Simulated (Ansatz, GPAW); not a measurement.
# An Al chain with two P atoms in line: transmission at several levels, part 2 of 2

Aim: T(E), conductance and thermopower of an Al chain with two P atoms in line, and what cheaper settings cost in accuracy.

GPAW 26.7.0 and Ansatz 0.2.0; Ansatz plane waves; Landauer transmission by layers, zero bias (the session's first sound run).

So far, transmission at the Fermi level (one spin): step 2 (plane-wave reference (PBE)) 1.52; step 3 (GPAW, dzp, PBE, GPAW) 1.50. Also open channels of the lead at the Fermi level (one spin): step 2 2.

## (4) GPAW, szp: basis = "szp(dzp)"

Level of this step: GPAW LCAO, PAW setups; Landauer transmission from Green's functions with principal layers (ASE), zero bias (GPAW).

One radial function a shell plus polarisation makes the matrices smaller; the question is what that costs.

run.py

```python
import json
import numpy as np
from ase import Atoms
from ase.transport.calculators import TransportCalculator
from gpaw import GPAW, FermiDirac
from gpaw.lcao.tools import get_lcao_hamiltonian
from scipy.linalg import eigh

# The junction with lead layers at both ends, along the third cell vector
device = Atoms(
    ['Al', 'Al', 'Al', 'Al', 'Al', 'Al', 'P', 'P', 'Al', 'Al', 'Al', 'Al', 'Al', 'Al'],
    positions=[
        [4.50000, 4.50000, 1.20000],
        [4.50000, 4.50000, 3.60000],
        [4.50000, 4.50000, 6.00000],
        [4.50000, 4.50000, 8.40000],
        [4.50000, 4.50000, 10.80000],
        [4.50000, 4.50000, 13.20000],
        [4.50000, 4.50000, 15.36780],
        [4.50000, 4.50000, 17.40780],
        [4.50000, 4.50000, 19.57560],
        [4.50000, 4.50000, 21.97560],
        [4.50000, 4.50000, 24.37560],
        [4.50000, 4.50000, 26.77560],
        [4.50000, 4.50000, 29.17560],
        [4.50000, 4.50000, 31.57560]],
    cell=[[9.0, 0.0, 0.0], [0.0, 9.0, 0.0], [0.0, 0.0, 32.7756]],
    pbc=True)

# One principal layer of the lead: the first 4 atoms of the device
lead = Atoms(
    ['Al', 'Al', 'Al', 'Al'],
    positions=[
        [4.50000, 4.50000, 1.20000],
        [4.50000, 4.50000, 3.60000],
        [4.50000, 4.50000, 6.00000],
        [4.50000, 4.50000, 8.40000]],
    cell=[[9.0, 0.0, 0.0], [0.0, 9.0, 0.0], [0.0, 0.0, 9.6]],
    pbc=True)

settings = dict(mode='lcao', basis='szp(dzp)', xc='PBE', h=0.2,
                occupations=FermiDirac(0.1), maxiter=250,
                mixer=dict(beta=0.1, nmaxold=8, weight=100.0),
                convergence=dict(density=0.0001))
energies = np.arange(-2, 2 + 1e-9, 0.05)
eta = 0.0001
n1, n2 = 1, 1
# k and -k transmit alike, so half of the mesh across the current serves
mesh = [(i, j) for i in range(n1) for j in range(n2) if (i, j) <= (-i % n1, -j % n2)]
weights = np.array([1 if (i, j) == (-i % n1, -j % n2) else 2 for i, j in mesh]) / (n1 * n2)

# [... helper functions left out ...]
fermi_lead = ground_state(lead, (1, 1, 12), 'lead.txt')
fermi_device = ground_state(device, (1, 1, 3), 'device.txt')
# [... loop over the mesh left out, but for ...]
        # Shift the lead onto the potential of the device's first layer
        shift = ((H[:, 0, 0] - H0[:, 0, 0]) / S0[0, 0]).real.mean()
# [...]
kT = 8.617333e-5 * 300
bias = [0.1, 0.2, 0.5, 1.0, 1.5, 2.0]
# [... integrals and printing left out ...]
```

Command:

```console
OMP_NUM_THREADS=1 OPENBLAS_NUM_THREADS=2 python run.py
```

The program printed:

```text
basis functions: device 126, principal layer 36
Fermi level: lead -3.5823 eV, device -3.7006 eV; lead shifted by -0.0079 eV
largest coupling past the next layer 1.26e-15 eV, largest misfit of the first layer 0.035 eV
  E-E_F (eV)   T (one spin)  [channel counts left out]
    -2.000    1.0152e-01
    -1.950    9.4471e-02
    -1.900    8.7240e-02
    -1.850    7.9812e-02
    -1.800    7.2175e-02
    -1.750    6.4312e-02
    -1.700    5.6204e-02
    -1.650    4.7826e-02
    -1.600    3.9148e-02
    -1.550    3.0136e-02
    -1.500    2.0749e-02
    -1.450    1.0939e-02
    -1.400    6.5493e-04
    -1.350    1.6432e-09
    -1.300    3.7261e-10
    -1.250    1.4504e-10
[...]
1.650    1.9451e+00
     1.700    1.9509e+00
     1.750    1.9580e+00
     1.800    1.9661e+00
     1.850    1.9753e+00
     1.900    1.9854e+00
     1.950    1.9964e+00
     2.000    2.0079e+00
conductance at 300 K: 1.4479 G0 a cell; thermopower 1.229 uV/K
current from the zero-bias T(E) at 0.1 V: 11.196 uA
current from the zero-bias T(E) at 0.2 V: 22.256 uA
current from the zero-bias T(E) at 0.5 V: 52.903 uA
current from the zero-bias T(E) at 1.0 V: 81.319 uA
current from the zero-bias T(E) at 1.5 V: 100.44 uA
current from the zero-bias T(E) at 2.0 V: 132.54 uA
```

The job ended after 2.7 min (2 threads of AMD EPYC 7R43, shared host; peak memory 1.1 GiB).

Numbers from this step:

* conductance: 1.448 G₀
* largest coupling past the next principal layer: 1.26e-15 eV
* largest misfit of the first principal layer: 0.03550 eV
* shift that aligns the lead: -0.007855 eV
* basis functions of the junction: 126
* basis functions of a principal layer: 36
* transmission at the Fermi level (one spin): 1.457

One spin. Table of transmission, zone mean by energy, zero at the Fermi level:

```tsv
energy (eV)	transmission, zone mean
-2.00	0.102
-1.85	0.0798
-1.70	0.0562
-1.60	0.0391
-1.45	0.0109
-1.30	3.7e-10
-1.15	4.2e-11
-1.05	1.9e-11
-0.90	8.7e-12
-0.75	6.0e-12
-0.60	5.7e-12
-0.50	7.9e-7
-0.35	0.380
-0.20	1.33
-0.05	1.46
0.00	1.46
0.05	1.43
0.20	1.30
0.35	1.13
0.50	1.01
0.60	0.961
0.75	0.975
0.90	1.83
1.05	1.93
1.15	1.94
1.30	1.94
1.45	1.93
1.60	1.94
1.70	1.95
1.85	1.98
2.00	2.01
```

Not self-consistent under bias; the bias window is split evenly. The current through one cell, from the zero-bias transmission by bias:

```tsv
bias (V)	current through one cell, from the zero-bias transmission (μA)
0.100	11.2
0.200	22.3
0.500	52.9
1.000	81.3
1.500	100
2.000	133
```

The transmission of the three most open eigenchannels by energy, zero at the Fermi level:

```tsv
energy (eV)	channel 1	channel 2	channel 3
-2.000	0.102	0	0
-1.800	0.0722	0	0
-1.600	0.0391	0	0
-1.400	6.5e-4	0	0
-1.200	7.2e-11	0	0
-1.000	1.4e-11	0	0
-0.800	6.5e-12	0	0
-0.600	5.5e-12	0	0
-0.400	1.5e-8	1.5e-8	7.6e-12
-0.200	0.663	0.663	1.8e-11
0.000	0.728	0.728	1.1e-10
0.200	0.648	0.648	3.6e-8
0.400	0.542	0.542	1.7e-9
0.600	0.480	0.480	6.1e-9
0.800	0.591	0.462	0.462
1.000	0.984	0.464	0.464
1.200	0.995	0.471	0.471
1.400	0.974	0.480	0.480
1.600	0.954	0.493	0.493
1.800	0.940	0.513	0.513
2.000	0.932	0.538	0.538
```

The conductance, 1.45 G₀, lies 3.0 % below that of the dzp run.

## (5) Minimal basis

One function for each valence shell of the setup, as for a first survey of a large system.

run.py: that of step 4 with these lines changed.

```diff
@@ -40,3 +40,3 @@
 
-settings = dict(mode='lcao', basis='szp(dzp)', xc='PBE', h=0.2,
+settings = dict(mode='lcao', basis='sz(dzp)', xc='PBE', h=0.2,
                 occupations=FermiDirac(0.1), maxiter=250,
```

The program printed:

```text
basis functions: device 56, principal layer 16
Fermi level: lead -3.8293 eV, device -3.9035 eV; lead shifted by 0.0042 eV
largest coupling past the next layer 1.12e-15 eV, largest misfit of the first layer 0.038 eV
  E-E_F (eV)   T (one spin)  [channel counts left out]
    -2.000    4.3433e-02
    -1.950    3.6084e-02
    -1.900    2.8458e-02
[...]
1.950    1.9502e+00
     2.000    1.9574e+00
conductance at 300 K: 1.5439 G0 a cell; thermopower 0.9564 uV/K
current from the zero-bias T(E) at 0.1 V: 11.939 uA
current from the zero-bias T(E) at 0.2 V: 23.737 uA
current from the zero-bias T(E) at 0.5 V: 56.824 uA
current from the zero-bias T(E) at 1.0 V: 91.335 uA
current from the zero-bias T(E) at 1.5 V: 117.51 uA
current from the zero-bias T(E) at 2.0 V: 155.15 uA
```

It took 81 s on 2 threads; peak memory 0.95 GiB.

This step gave:

```yaml
conductance: 1.544 G₀
largest_coupling_past_the_next_principal_layer: 1.12e-15 eV
largest_misfit_of_the_first_principal_layer: 0.03758 eV
shift_that_aligns_the_lead: 0.004163 eV
basis_functions_of_the_junction: 56
basis_functions_of_a_principal_layer: 16
transmission_at_the_fermi_level_one_spin: 1.553
```

One spin. The transmission, zone mean by energy, zero at the Fermi level:

```tsv
energy (eV)	transmission, zone mean
-2.00	0.0434
-1.90	0.0285
-1.80	0.0123
-1.70	3.0e-9
-1.55	6.3e-11
-1.45	2.0e-11
-1.35	9.4e-12
-1.25	5.5e-12
-1.15	3.7e-12
-1.05	2.9e-12
-0.90	2.5e-12
-0.80	2.5e-12
-0.70	2.9e-12
-0.60	1.1e-11
-0.50	2.7e-9
-0.40	0.272
-0.25	1.30
-0.15	1.49
-0.05	1.56
0.00	1.55
0.05	1.53
0.15	1.45
0.25	1.34
0.40	1.19
0.50	1.12
0.60	1.06
0.70	1.71
0.80	1.93
0.90	1.98
1.05	1.98
1.15	1.97
1.25	1.95
1.35	1.94
1.45	1.93
1.55	1.93
1.70	1.93
1.80	1.93
1.90	1.94
2.00	1.96
```

The conductance, 1.54 G₀, lies 3.4 % above that of the dzp run.

## (6) LDA in the dzp basis: xc = "LDA"

Back in the dzp basis, the functional changes from PBE to LDA, to set the spread between functionals beside that between bases.

run.py: that of step 5 with these lines changed.

```diff
@@ -40,3 +40,3 @@
 
-settings = dict(mode='lcao', basis='sz(dzp)', xc='PBE', h=0.2,
+settings = dict(mode='lcao', basis='dzp', xc='LDA', h=0.2,
                 occupations=FermiDirac(0.1), maxiter=250,
```

The program printed:

```text
basis functions: device 182, principal layer 52
Fermi level: lead -3.2559 eV, device -3.3448 eV; lead shifted by -0.0084 eV
largest coupling past the next layer 9.42e-16 eV, largest misfit of the first layer 0.036 eV
  E-E_F (eV)   T (one spin)  [channel counts left out]
    -2.000    1.1166e-01
    -1.950    1.0538e-01
    -1.900    9.8909e-02
[...]
1.950    2.0833e+00
     2.000    2.0940e+00
conductance at 300 K: 1.4991 G0 a cell; thermopower 1.05 uV/K
current from the zero-bias T(E) at 0.1 V: 11.595 uA
current from the zero-bias T(E) at 0.2 V: 23.069 uA
current from the zero-bias T(E) at 0.5 V: 55.403 uA
current from the zero-bias T(E) at 1.0 V: 88.395 uA
current from the zero-bias T(E) at 1.5 V: 108.55 uA
current from the zero-bias T(E) at 2.0 V: 136.53 uA
```

Wall time 95 s (2 threads); peak memory 1.1 GiB.

Numbers from this step:

```yaml
conductance: 1.499 G₀
largest_coupling_past_the_next_principal_layer: 9.42e-16 eV
largest_misfit_of_the_first_principal_layer: 0.03573 eV
shift_that_aligns_the_lead: -0.008351 eV
basis_functions_of_the_junction: 182
basis_functions_of_a_principal_layer: 52
transmission_at_the_fermi_level_one_spin: 1.507
```

The conductance, 1.50 G₀, lies 0.4 % above that of the dzp run.

## (7) The ladder

Times are for 2 threads of AMD EPYC 7R43, shared host. Results by setting:

```tsv
no.	run	conductance (G₀)	time	memory (GiB)
1	dzp	1.493	2.4 min	1.1
2	szp	1.448	2.7 min	1.1
3	sz	1.544	81 s	0.95
4	dzp LDA	1.499	95 s	1.1
```

## (8) Comparison

The curves are compared point by point over the common energies.

This step: comparison of transmission and cost over codes and levels (GPAW 26.7.0).

Ladder, by row:

```tsv
step	code	T at the Fermi level (sum over the listed spins)	conductance (G0)	r.m.s. T(E) from the first	wall time (s)	peak memory (GiB)	threads
pw-pbe	Ansatz	1.523	-	0	243.7	2.026	2
dzp	GPAW	1.501	1.493	0.04066	147	1.07	2
szp	GPAW	1.457	1.448	0.1629	159.5	1.05	2
sz	GPAW	1.553	1.544	0.2373	80.7	0.95	2
dzp-LDA	GPAW	1.507	1.499	0.09187	95.07	1.07	2
```

The transmission, zone mean, sum over the listed spins by energy, zero at the Fermi level:

```tsv
energy (eV)	pw-pbe	dzp	szp	sz	dzp-LDA
-2.0000	0.109	0.104	0.102	0.0434	0.112
-1.7500	0.0764	0.0713	0.0643	0.00362	0.0782
-1.5000	0.0393	0.0340	0.0207	3.4e-11	0.0387
-1.2500	0	1.1e-9	1.5e-10	5.5e-12	1.6e-9
-1.0000	0	2.4e-11	1.4e-11	2.7e-12	3.2e-11
-0.7500	0	7.6e-12	6.0e-12	2.7e-12	1.0e-11
-0.5000	0	6.7e-10	7.9e-7	2.7e-9	1.0e-9
-0.2500	1.30	1.30	1.18	1.30	1.29
-0.0500	1.53	1.51	1.46	1.56	1.51
0.0000	1.52	1.50	1.46	1.55	1.51
0.2500	1.29	1.30	1.24	1.34	1.31
0.5000	1.06	1.08	1.01	1.12	1.09
0.7500	0.970	0.994	0.975	1.86	1.00
1.0000	1.78	1.73	1.91	1.98	1.90
1.2500	1.95	2.00	1.94	1.95	2.01
1.5000	1.96	2.02	1.94	1.93	2.03
1.7500	1.98	2.03	1.96	1.93	2.05
2.0000	2.01	2.08	2.01	1.96	2.09
```

## (9) Grid spacing 0.22: h = 0.22

The real-space grid carries density and potential; a coarse one breaks translation symmetry along the lead and scatters electrons that should pass.

This step: GPAW LCAO, PAW setups; Landauer transmission from Green's functions with principal layers (ASE), zero bias (GPAW 26.7.0).

run.py: that of step 6 with these lines changed.

```diff
@@ -40,3 +40,3 @@
 
-settings = dict(mode='lcao', basis='dzp', xc='LDA', h=0.2,
+settings = dict(mode='lcao', basis='dzp', xc='PBE', h=0.22,
                 occupations=FermiDirac(0.1), maxiter=250,
```

The program printed:

```text
basis functions: device 182, principal layer 52
Fermi level: lead -3.1260 eV, device -3.2122 eV; lead shifted by -0.0078 eV
largest coupling past the next layer 1.42e-15 eV, largest misfit of the first layer 0.036 eV
  E-E_F (eV)   T (one spin)  [channel counts left out]
    -2.000    1.0377e-01
    -1.950    9.7590e-02
    -1.900    9.1244e-02
    -1.850    8.4733e-02
    -1.800    7.8056e-02
    -1.750    7.1206e-02
    -1.700    6.4176e-02
    -1.650    5.6954e-02
    -1.600    4.9527e-02
    -1.550    4.1873e-02
    -1.500    3.3967e-02
    -1.450    2.5778e-02
    -1.400    1.7268e-02
    -1.350    8.3924e-03
    -1.300    5.3549e-08
    -1.250    1.1031e-09
[...]
1.650    2.0252e+00
     1.700    2.0296e+00
     1.750    2.0349e+00
     1.800    2.0413e+00
     1.850    2.0486e+00
     1.900    2.0568e+00
     1.950    2.0657e+00
     2.000    2.0753e+00
conductance at 300 K: 1.4925 G0 a cell; thermopower 1.088 uV/K
current from the zero-bias T(E) at 0.1 V: 11.544 uA
current from the zero-bias T(E) at 0.2 V: 22.968 uA
current from the zero-bias T(E) at 0.5 V: 55.2 uA
current from the zero-bias T(E) at 1.0 V: 88.176 uA
current from the zero-bias T(E) at 1.5 V: 108.12 uA
current from the zero-bias T(E) at 2.0 V: 130.76 uA
```

It took 85 s on 2 threads; peak memory 0.85 GiB.

Numbers from this step:

```yaml
conductance: 1.493 G₀
largest_coupling_past_the_next_principal_layer: 1.42e-15 eV
largest_misfit_of_the_first_principal_layer: 0.03621 eV
shift_that_aligns_the_lead: -0.007776 eV
transmission_at_the_fermi_level_one_spin: 1.501
```

One spin. The transmission, zone mean by energy, zero at the Fermi level:

energy (eV), transmission, zone mean and a bar:
```
   -2.000       0.10 ##
   -1.800       0.08 #
   -1.600       0.05 #
   -1.400       0.02 
   -1.200       0.00 
   -1.000       0.00 
   -0.800       0.00 
   -0.600       0.00 
   -0.400       0.12 ##
   -0.200       1.40 ####################
   -0.050       1.51 ######################
    0.000       1.50 ######################
    0.200       1.35 ####################
    0.400       1.15 #################
    0.600       1.03 ###############
    0.800       0.99 ##############
    1.000       1.73 #########################
    1.200       1.99 #############################
    1.400       2.01 #############################
    1.600       2.02 #############################
    1.800       2.04 ##############################
    2.000       2.08 ##############################
```

Not self-consistent under bias; the bias window is split evenly. Current through one cell, from the zero-bias transmission against bias:

```tsv
bias (V)	current through one cell, from the zero-bias transmission (μA)
0.100	11.5
0.200	23.0
0.500	55.2
1.000	88.2
1.500	108
2.000	131
```

The transmission of the three most open eigenchannels by energy, zero at the Fermi level:

```tsv
energy (eV)	channel 1	channel 2	channel 3
-2.00	0.104	0	0
-1.85	0.0847	0	0
-1.70	0.0642	0	0
-1.60	0.0495	0	0
-1.45	0.0258	0	0
-1.30	5.4e-8	0	0
-1.15	1.2e-10	0	0
-1.05	3.6e-11	0	0
-0.90	1.3e-11	0	0
-0.75	7.0e-12	0	0
-0.60	5.3e-12	4.7e-12	4.7e-12
-0.50	3.3e-10	3.3e-10	5.2e-12
-0.35	0.403	0.403	6.3e-12
-0.20	0.699	0.699	1.0e-11
-0.05	0.753	0.753	2.5e-11
0.00	0.750	0.750	3.8e-11
0.05	0.740	0.740	6.1e-11
0.20	0.677	0.677	6.1e-10
0.35	0.599	0.599	4.9e-9
0.50	0.540	0.540	8.4e-10
0.60	0.515	0.515	9.4e-10
0.75	0.497	0.497	3.4e-9
0.90	0.494	0.494	5.7e-7
1.05	0.864	0.497	0.497
1.15	0.965	0.500	0.500
1.30	0.998	0.504	0.504
1.45	0.996	0.510	0.510
1.60	0.987	0.517	0.517
1.70	0.981	0.524	0.524
1.85	0.974	0.538	0.538
2.00	0.968	0.554	0.554
```

The conductance equals that of the dzp run to 0.2 %.

## (10) SCF mesh 1×1×1, smearing 0.3, functional BLYP

The SCF mesh sets the Fermi level of the repeated cell. Smearing helps the SCF of a metal converge, but it blurs occupations at band edges near the Fermi level. The functional moves levels against the Fermi level.

run.py: that of step 9 with these lines changed.

```diff
@@ -40,4 +40,4 @@
 
-settings = dict(mode='lcao', basis='dzp', xc='PBE', h=0.22,
-                occupations=FermiDirac(0.1), maxiter=250,
+settings = dict(mode='lcao', basis='dzp', xc='BLYP', h=0.2,
+                occupations=FermiDirac(0.3), maxiter=250,
                 mixer=dict(beta=0.1, nmaxold=8, weight=100.0),
@@ -53,3 +53,3 @@
 fermi_lead = ground_state(lead, (1, 1, 12), 'lead.txt')
-fermi_device = ground_state(device, (1, 1, 3), 'device.txt')
+fermi_device = ground_state(device, (1, 1, 1), 'device.txt')
 # [... loop over the mesh left out, but for ...]
```

The program printed:

```text
FileNotFoundError: Could not find required PAW dataset file "Al.BLYP".
```

Run time: 2.2 s. Hardware: 2 threads; peak memory 0.13 GiB.

The program refused the input before any cycle.

The program's message: “FileNotFoundError: Could not find required PAW dataset file "Al.BLYP".”

## (11) Summary of results

```
conductance                                        : 1.49 G₀
transmission at the Fermi level, mean of the spins : 1.50
thermopower                                        : about 0 (under 1.5 μV/K)
```

In words: In the dzp basis the junction conducts 1.49 G₀ at 300 K, with T = 1.50 a spin at the Fermi level; the sz basis reaches that conductance within 10 %. Plane waves (PBE) give T = 1.52 there. At the Fermi level two eigenchannels carry the current (0.75 and 0.75). Measured against the first run (pw-pbe), the nearest curve is that of dzp (r.m.s. 0.041) and the farthest that of sz (0.24). Over the compared runs wall time goes from 81 s (sz) to 244 s (pw-pbe), on a shared host. The geometry was built from estimated bond lengths and not relaxed, so the numbers describe this model structure. An evenly spaced straight chain is an idealisation: free chains tend to dimerise, zigzag or, where a band edge lies near the Fermi level, turn magnetic. The currents use the zero-bias T(E) throughout, which holds only while the bias is small against the distance to the nearest feature. The energy step is wider than the thermal energy, so the conductance and thermopower rest on interpolation of T(E).

[Logs are printed without paths, hosts, clocks, repeated set-up lines and the standing remarks that a program may print on its own settings, such as how far it seeks lower states.]

[Hosts, paths, dates, database ids (printed as entryN), source tags and the programs' standing remarks are cut or masked in the printed files.]
